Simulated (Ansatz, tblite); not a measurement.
# TiTe$_{2}$ with GFN1-xTB from a Python script

These are simulated results from tblite 0.8.0, not measurements. The cell was built from a prototype and was relaxed with r2SCAN+rVV10 in plane waves (Ansatz 0.2.0). Not every such cell is a known phase. All runs are without spin polarisation.

The symmetry is R3m (No. 160, trigonal); conventional cell a = 3.760 Å, c = 20.445 Å, 27.82 Å³ an atom. Around Ti lie 6 Te at 2.78–2.80 Å; around Te lie 3 Ti at 2.80 Å; around Te lie 3 Ti at 2.78 Å.

tblite solves periodic systems at the zone centre alone, so the script builds a cluster of 3×3×1 conventional cells (81 atoms), which folds in a coarse mesh of k points.

The script, run.py:

```python
import json
from ase import Atoms
from ase.build import make_supercell
from ase.units import Bohr, GPa, Hartree
from tblite.interface import Calculator

atoms = Atoms(['Ti', 'Te', 'Te'],
              cell=[[1.880062, 1.085454, 6.815151], [-1.880062, 1.085454, 6.815151], [-0.0, -2.170908, 6.815151]],
              scaled_positions=[[-0.000305, -0.000305, -0.000305], [0.419134, 0.419134, 0.419134], [0.247838, 0.247838, 0.247838]],
              pbc=True)
cluster = make_supercell(atoms, [[0, 3, -3], [3, -3, 0], [-1, -1, -1]])
calc = Calculator('GFN1-xTB', cluster.numbers, cluster.positions / Bohr, lattice=cluster.cell[:] / Bohr, periodic=cluster.pbc)
calc.set('temperature', 0.02 / Hartree)
calc.set('max-iter', 150)
res = calc.singlepoint()
levels = res.get('orbital-energies') * Hartree
nv = round(res.get('orbital-occupations').sum() / 2)
cells = len(cluster) // len(atoms)
out = {'energy_per_cell': res.get('energy') * Hartree / cells, 'homo': levels[nv - 1], 'lumo': levels[nv],
       'stress': (-res.get('virial') * Hartree / cluster.get_volume() / GPa).tolist(), 'charges': res.get('charges')[:len(atoms)].tolist(), 'electrons': 2 * nv / cells}
json.dump(out, open('results.json', 'w'))
for key, value in out.items():
    print(key, value)
```

Command: `python run.py`. It took 11 s on 1 thread of Arm Neoverse V1 (shared host), peak memory 0.16 GiB.

What it printed:

```
------------------------------------------------------------
  cycle        total energy    energy error   density error
------------------------------------------------------------
      1     -224.7963002900  -2.2439853E+02   6.4764262E-01
      2     -257.1389993165  -3.2342699E+01   2.7921340E+00
      3     -227.4777624120   2.9661237E+01   1.1699156E+00
      4     -235.7770862771  -8.2993239E+00   5.4855305E-01
      5     -242.4026436773  -6.6255574E+00   3.0036238E-01
      6     -243.0301612388  -6.2751756E-01   1.9912143E-01
      7     -240.3091509196   2.7210103E+00   1.6486461E-01
      8     -243.1338561244  -2.8247052E+00   8.6158771E-02
      9     -243.0743889594   5.9467165E-02   6.4307183E-02
     10     -243.1958855970  -1.2149664E-01   4.3699108E-02
     11     -243.2636714952  -6.7785898E-02   3.7183774E-02
     12     -243.3262793737  -6.2607878E-02   3.8217464E-02
     13     -243.4444619816  -1.1818261E-01   1.7568084E-02
     14     -243.4376640485   6.7979332E-03   1.6736458E-02
     15     -243.4110292139   2.6634835E-02   2.3070357E-02
     16     -243.4533558169  -4.2326603E-02   1.0229143E-02
     17     -243.4219657446   3.1390072E-02   2.1269148E-02
     18     -243.4244437409  -2.4779963E-03   1.9854770E-02
     19     -243.4413271186  -1.6883378E-02   1.5049987E-02
     20     -243.4551702076  -1.3843089E-02   8.7561271E-03
     21     -243.4569057610  -1.7355534E-03   7.0479312E-03
     22     -243.4526106914   4.2950696E-03   9.6240819E-03
     23     -243.4546960853  -2.0853939E-03   8.4522706E-03
     24     -243.4597204119  -5.0243266E-03   4.2165955E-03
     25     -243.4604858410  -7.6542907E-04   3.0240963E-03
     26     -243.4605148757  -2.9034712E-05   2.9036876E-03
     27     -243.4610442987  -5.2942301E-04   1.3233300E-03
     28     -243.4611045799  -6.0281202E-05   7.8318530E-04
     29     -243.4611150570  -1.0477118E-05   6.8690925E-04
     30     -243.4610522416   6.2815451E-05   9.8776446E-04
     31     -243.4610591818  -6.9402464E-06   9.3709982E-04
     32     -243.4611303796  -7.1197818E-05   3.7983279E-04
     33     -243.4611402030  -9.8233918E-06   2.0275056E-04
     34     -243.4611418445  -1.6414468E-06   1.5009312E-04
     35     -243.4611428581  -1.0136606E-06   1.0655241E-04
     36     -243.4611437746  -9.1651464E-07   3.9937684E-05
     37     -243.4611438771  -1.0245120E-07   1.8367192E-05
------------------------------------------------------------

 total:                                  10.172 sec
energy_per_cell -245.36722844345292
homo -8.043133476025016
lumo -8.043133475985579
stress [[-3.5406599535539263, -2.1278515747187662e-05, -1.8574793906989676e-07], [-2.127851574746949e-05, -3.540677166887513, 2.411555648427436e-07], [-1.8574793884630883e-07, 2.4115556473708116e-07, -14.106722151357975]]
charges [-0.046242213666807586, 0.022339310807151264, 0.023921990211029892]
electrons 16.0
```

The cycle table is in hartree for the whole cluster, and the lines after it are in eV (the energy for one cell). The printed stress is in GPa and positive in compression, and the pressure is its mean diagonal.

GFN1-xTB gives no gap at the points read. On the same cell, plane-wave PBE (Ansatz, 8×8×8 k points and the special points) gives no gap (an overlap of 0.53 eV at the points read) and r2SCAN no gap (an overlap of 0.36 eV at the points read); on shared hosts these took about 15 and 41 core-seconds on the 3-atom cell, against 11 for the script. Spin-orbit coupling, left out in all these runs, can cut or reorder the gap by tenths of an eV, up to about 1 eV with Pb or Bi.

The same script was run on cells scaled at fixed shape and fractional coordinates:

```
volume (Å³/atom)  energy (meV/atom)  pressure (GPa, positive in compression)  gap (eV)
           24.48             -100.4                                    -1.88      0.00
           26.15              -63.5                                    -4.99      0.00
           27.82                0.0                                    -7.06      0.00
           29.48               81.4                                    -8.51      0.00
           31.15              175.7                                    -9.55      0.01
```

The minimum lies beyond the smallest of these volumes.

xTB was fitted mostly to molecules, and a small cluster samples few k points, so gaps, pressures and kinks along a curve can be far from a solid's.

Spin-orbit coupling is left out, which matters wherever the heavy atoms make up the band edges.
